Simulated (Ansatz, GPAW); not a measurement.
# Geometry or basis: what sets the conductance of CN in line between two Rh chains, part 4 of 4

Aim: the conductance of CN in line between two Rh chains after relaxation, and whether geometry, basis or functional moves it most.

GPAW 26.7.0 and Ansatz 0.2.0; Ansatz plane waves; relaxation of the junction with the lead ends held; PAW set soft_1 (the session's first sound run).

So far, transmission at the Fermi level (one spin): step 3 (plane waves, PBE) 1.17; step 5 (GPAW, szp: basis = "szp(dzp)", PBE, GPAW) 1.21; step 6 (minimal basis, PBE, GPAW) 1.25; step 7 (revPBE in the dzp basis: xc = "revPBE") 1.25; step 8 (the structure as built: geometry = "as built", PBE, GPAW) 2.01.

## (10) The levels side by side

The curves are compared point by point over the common energies.

This step: comparison of transmission and cost over codes, levels and geometry; PAW set soft_1 (GPAW 26.7.0).

Ladder, by row:

| step | code | T at the Fermi level (sum over the listed spins) | conductance (G0) | r.m.s. T(E) from the first | wall time (s) | peak memory (GiB) | threads |
| --- | --- | --- | --- | --- | --- | --- | --- |
| pw-pbe | Ansatz | 1.166 | 1.16 | 0 | 125.1 | 4.86 | 4 |
| dzp | GPAW | 1.274 | 1.243 | 0.07367 | 461.8 | 2.32 | 1 |
| szp | GPAW | 1.208 | 1.177 | 0.08583 | 310.5 | 2.21 | 1 |
| sz | GPAW | 1.247 | 1.209 | 0.1044 | 234.6 | 2.12 | 1 |
| dzp-revPBE | GPAW | 1.249 | 1.231 | 0.06995 | 476.7 | 2.33 | 1 |
| asbuilt | GPAW | 2.009 | 2.007 | 0.998 | 513.7 | 2.33 | 1 |

Table of transmission, zone mean, sum over the listed spins by energy, zero at the Fermi level:

```
energy (eV)  pw-pbe     dzp     szp      sz  dzp-revPBE  asbuilt
     -2.000   0.586   0.535   0.486   0.401       0.539     1.73
     -1.900   0.610   0.562   0.512   0.426       0.566     1.78
     -1.800   0.622   0.578   0.530   0.446       0.581     1.82
     -1.700   0.618   0.587   0.540   0.461       0.588     1.85
     -1.600   0.605   0.589   0.545   0.472       0.590     1.88
     -1.500   0.580   0.585   0.545   0.479       0.586     1.90
     -1.400   0.534   0.575   0.540   0.480       0.574     1.92
     -1.300   0.456   0.553   0.526   0.474       0.551     1.93
     -1.200   0.583   0.515   0.499   0.453       0.510     1.94
     -1.100   0.725   0.592   0.509   0.501       0.604     1.95
     -1.000   0.744   0.722   0.717   0.664       0.729     1.97
     -0.900   0.763   0.802   0.778   0.748       0.795     1.98
     -0.800   0.995   0.883   0.868   0.826       0.886     1.97
     -0.700    1.26    1.10    1.09    1.04        1.11     1.96
     -0.650    1.30    1.24    1.22    1.18        1.25     1.96
     -0.600    1.25    1.33    1.30    1.28        1.33     1.96
     -0.575    1.21    1.34    1.30    1.30        1.33     1.96
     -0.500    1.07    1.23    1.17    1.21        1.21     1.97
     -0.400    1.08    1.05   0.972    1.01        1.03     1.99
     -0.300    1.32    1.13    1.04    1.06        1.13     2.00
     -0.275    1.32    1.21    1.12    1.14        1.21     2.01
     -0.200    1.23    1.37    1.29    1.31        1.35     2.01
     -0.100    1.36    1.33    1.25    1.26        1.32     2.02
     -0.075    1.40    1.37    1.28    1.29        1.37     2.02
     -0.050    1.32    1.45    1.34    1.35        1.50     2.01
     -0.025    1.24    1.44    1.37    1.41        1.39     2.01
      0.000    1.17    1.27    1.21    1.25        1.25     2.01
      0.100   0.876   0.846   0.795   0.832       0.845     1.99
      0.200   0.668   0.620   0.570   0.598       0.622     1.95
      0.300   0.526   0.485   0.438   0.460       0.487     1.90
      0.400   0.423   0.392   0.349   0.367       0.393     1.84
      0.500   0.345   0.321   0.283   0.298       0.322     1.77
      0.600   0.286   0.263   0.228   0.241       0.263     1.67
      0.700   0.237   0.208   0.177   0.187       0.208     1.54
      0.800   0.190   0.152   0.125   0.129       0.150     1.37
      0.900   0.131  0.0559  0.0485  0.0493      0.0555     1.15
      1.000  0.0539  0.0404  0.0335  0.0332      0.0400    0.704
      1.100  0.0368  0.0232  0.0220  0.0226      0.0247   0.0772
      1.200  0.0235  0.0242  0.0226  0.0235      0.0255   0.0628
      1.300  0.0247  0.0247  0.0229  0.0242      0.0258   0.0536
      1.400  0.0252  0.0255  0.0233  0.0249      0.0262   0.0474
      1.500  0.0257  0.0258  0.0238  0.0258      0.0267   0.0428
      1.600  0.0263  0.0266  0.0245  0.0269      0.0274   0.0395
      1.700  0.0271  0.0276  0.0254  0.0282      0.0284   0.0370
      1.800  0.0281  0.0289  0.0266  0.0298      0.0296   0.0351
      1.900  0.0293  0.0305  0.0281  0.0318      0.0312   0.0337
      2.000  0.0309  0.0326  0.0299  0.0343      0.0332   0.0326
```

## (11) K-points along the lead 4, smearing 0.05, basis szp(dzp)

The lead's own mesh along the current sets its density and potential; where the lead is aligned to the junction's end layer, a rigid shift drops out. Smearing helps the SCF of a metal converge, but it blurs occupations at band edges near the Fermi level. A smaller basis is cheaper in every inversion.

This step: GPAW LCAO, PAW setups; Landauer transmission from Green's functions with principal layers (ASE), zero bias (GPAW 26.7.0).

The input, run.py:

```python
import json
import numpy as np
from ase import Atoms
from ase.transport.calculators import TransportCalculator
from gpaw import GPAW, FermiDirac
from gpaw.lcao.tools import get_lcao_hamiltonian
from scipy.linalg import eigh

# The junction with lead layers at both ends, along the third cell vector
device = Atoms(
    ['Rh', 'Rh', 'Rh', 'Rh', 'Rh', 'Rh', 'Rh', 'Rh', 'C', 'N', 'Rh', 'Rh', 'Rh', 'Rh', 'Rh', 'Rh', 'Rh', 'Rh'],
    positions=[
        [4.50000, 4.50000, 1.15000],
        [4.50000, 4.50000, 3.45000],
        [4.50000, 4.50000, 5.75000],
        [4.50000, 4.50000, 8.05000],
        [4.50000, 4.50000, 10.35000],
        [4.50000, 4.50000, 12.65000],
        [4.57531, 4.15786, 14.89116],
        [4.42177, 5.16125, 16.98747],
        [4.49918, 4.65418, 18.87714],
        [4.51929, 4.51719, 20.06163],
        [4.50332, 4.29684, 22.10225],
        [4.57142, 4.82684, 24.29257],
        [4.50000, 4.50000, 26.53730],
        [4.50000, 4.50000, 28.83730],
        [4.50000, 4.50000, 31.13730],
        [4.50000, 4.50000, 33.43730],
        [4.50000, 4.50000, 35.73730],
        [4.50000, 4.50000, 38.03730]],
    cell=[[9.0, 0.0, 0.0], [0.0, 9.0, 0.0], [0.0, 0.0, 39.1873]],
    pbc=True)

# One principal layer of the lead: the first 5 atoms of the device
lead = Atoms(
    ['Rh', 'Rh', 'Rh', 'Rh', 'Rh'],
    positions=[
        [4.50000, 4.50000, 1.15000],
        [4.50000, 4.50000, 3.45000],
        [4.50000, 4.50000, 5.75000],
        [4.50000, 4.50000, 8.05000],
        [4.50000, 4.50000, 10.35000]],
    cell=[[9.0, 0.0, 0.0], [0.0, 9.0, 0.0], [0.0, 0.0, 11.5]],
    pbc=True)

settings = dict(mode='lcao', basis='szp(dzp)', xc='PBE', h=0.18,
                occupations=FermiDirac(0.05), maxiter=250,
                mixer=dict(beta=0.1, nmaxold=8, weight=100.0),
                convergence=dict(density=0.0001))
energies = np.arange(-2, 2 + 1e-9, 0.025)
eta = 0.0001
n1, n2 = 1, 1
# k and -k transmit alike, so half of the mesh across the current serves
mesh = [(i, j) for i in range(n1) for j in range(n2) if (i, j) <= (-i % n1, -j % n2)]
weights = np.array([1 if (i, j) == (-i % n1, -j % n2) else 2 for i, j in mesh]) / (n1 * n2)

# [... helper functions left out ...]
fermi_lead = ground_state(lead, (1, 1, 4), 'lead.txt')
fermi_device = ground_state(device, (1, 1, 2), 'device.txt')
# [... loop over the mesh left out, but for ...]
        # Shift the lead onto the potential of the device's first layer
        shift = ((H[:, 0, 0] - H0[:, 0, 0]) / S0[0, 0]).real.mean()
# [...]
kT = 8.617333e-5 * 300
bias = [0.1, 0.2, 0.5, 1.0, 1.5, 2.0]
# [... integrals and printing left out ...]
```

Started as:

```sh
OMP_NUM_THREADS=1 OPENBLAS_NUM_THREADS=1 python run.py
```

The program printed:

```text
basis functions: device 258, principal layer 75
Fermi level: lead -3.6500 eV, device -3.7107 eV; lead shifted by -0.0126 eV
largest coupling past the next layer 2.08e-04 eV, largest misfit of the first layer 0.119 eV
  E-E_F (eV)   T (one spin)  channels
    -2.000    4.8485e-01    3.0000
    -1.975    4.9107e-01    1.0000
    -1.950    4.9634e-01    1.0000
    -1.925    5.0073e-01    3.0000
    -1.900    5.0432e-01    3.0000
    -1.875    5.0723e-01    3.0000
    -1.850    5.0957e-01    3.0000
    -1.825    5.1147e-01    3.0000
    -1.800    5.1306e-01    3.0000
    -1.775    5.1443e-01    3.0000
    -1.750    5.1568e-01    3.0000
    -1.725    5.1691e-01    3.0000
    -1.700    5.1817e-01    3.0000
    -1.675    5.1951e-01    3.0000
    -1.650    5.2095e-01    3.0000
    -1.625    5.2251e-01    3.0000
[...]
1.825    2.6139e-02    1.0000
     1.850    2.6501e-02    1.0000
     1.875    2.6887e-02    1.0000
     1.900    2.7297e-02    1.0000
     1.925    2.7733e-02    1.0000
     1.950    2.8197e-02    1.0000
     1.975    2.8690e-02    1.0000
     2.000    2.9213e-02    1.0000
conductance at 300 K: 1.3579 G0 a cell; thermopower 12.82 uV/K
current from the zero-bias T(E) at 0.1 V: 10.27 uA
current from the zero-bias T(E) at 0.2 V: 19.566 uA
current from the zero-bias T(E) at 0.5 V: 41.857 uA
current from the zero-bias T(E) at 1.0 V: 68.545 uA
current from the zero-bias T(E) at 1.5 V: 94.372 uA
current from the zero-bias T(E) at 2.0 V: 111.29 uA
```

The job ended after 5.4 min (1 thread of Arm Neoverse V1, shared host; peak memory 2.2 GiB).

The run finished with changed settings (lead_nz = 4, width = 0.05 and basis = "szp(dzp)"); it serves as a test.

Side by side:

| quantity | this run | sound run | difference |
| --- | --- | --- | --- |
| conductance (G₀) | 1.3579 | 1.2433 | 0.115 |
| largest coupling past the next principal layer (eV) | 2.076e-4 | 2.072e-4 | 4.1e-7 |
| largest misfit of the first principal layer (eV) | 0.11894 | 0.063162 | 0.0558 |
| shift that aligns the lead (eV) | -0.012620 | -0.0022281 | -0.0104 |
| basis functions of the junction | 258 | 458 | -200 |
| basis functions of a principal layer | 75 | 135 | -60 |
| transmission at the Fermi level (one spin) | 1.6213 | 1.2740 | 0.347 |

The two runs differ clearly in the largest misfit of the first principal layer: 0.119 eV against 0.0632 eV.

## (12) Results

```yaml
conductance: 1.24 G₀
transmission_at_the_fermi_level_mean_of_the_spins: 1.27
```

**Reading.** In the dzp basis the junction conducts 1.24 G₀ at 300 K, with T = 1.27 a spin at the Fermi level; the sz basis reaches that conductance within 10 %. Relaxation moved atoms by up to 0.72 Å and took the conductance from 2.01 to 1.24 G₀, as a ratio a larger change than the step from dzp to the minimal basis. Plane waves (PBE) give T = 1.17 there. At the Fermi level the three most open eigenchannels pass 0.59, 0.52 and 0.17. Measured against the first run (pw-pbe), the nearest curve is that of dzp-revPBE (r.m.s. 0.070) and the farthest that of asbuilt (1.00). Over the compared runs wall time goes from 125 s (pw-pbe) to 514 s (asbuilt), on a shared host; the plane-wave run used 4 threads and the orbital runs 1. The leads kept an estimated spacing and the cell its length, so the junction may be under some tension or compression. The run had no spin polarisation, so a magnetic state, which chains and small molecules with open shells often have, wasn't tested. An evenly spaced straight chain is an idealisation: free chains tend to dimerise, zigzag or, where a band edge lies near the Fermi level, turn magnetic. The currents use the zero-bias T(E) throughout, which holds only while the bias is small against the distance to the nearest feature. The thermopower isn't quoted: it samples T(E) farther from the Fermi level than the conductance does, and the energy grid wasn't tested for it.

[Logs are printed without paths, hosts, clocks, repeated set-up lines and the standing remarks that a program may print on its own settings, such as how far it seeks lower states.]

[Hosts, paths, dates, database ids (printed as entryN), source tags and the programs' standing remarks are cut or masked in the printed files.]
